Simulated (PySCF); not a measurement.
# Predicted spectroscopic data

- structure optimised with GFN2-xTB
- NMR shieldings at PBE0/pcSseg-1/GIAO
- program: PySCF 2.14.0 with density-fitted response routines
- in vacuum, one computed conformer, rapidly exchanging positions averaged, no relativistic terms

References, each an isolated molecule treated in the same way: 1H (31.72 ppm), 13C (186.93 ppm) vs TMS. Where no couplings were computed, multiplicities follow the n + 1 count of equivalent neighbours, and m marks all less simple cases (inequivalent or close neighbours, rings, F or P nearby). Shifts are as computed. Against solution values, carbons near 30 ppm lie about +3 ppm off and those near 130 ppm about +5 ppm. Of 246 compounds with measured shifts, 49 miss one by over three times the rms of a fit or turn the order of signals round; such compounds aren't used in these exercises. OH and NH positions are gas-phase values without hydrogen bonding to other molecules.

Compound 1 (C6H6). 1H NMR (600 MHz, computed): δ 7.66 (s, 6H). 13C{1H} NMR (computed): δ 133.9. Structure: `c1ccccc1`.

Compound 2 (C4H10O). 1H NMR (600 MHz, computed): δ 1.23 (s, 9H), 0.21 (br s, 1H). 13C{1H} NMR (computed): δ 70.6, 33.1. Structure: SMILES CC(C)(C)O.
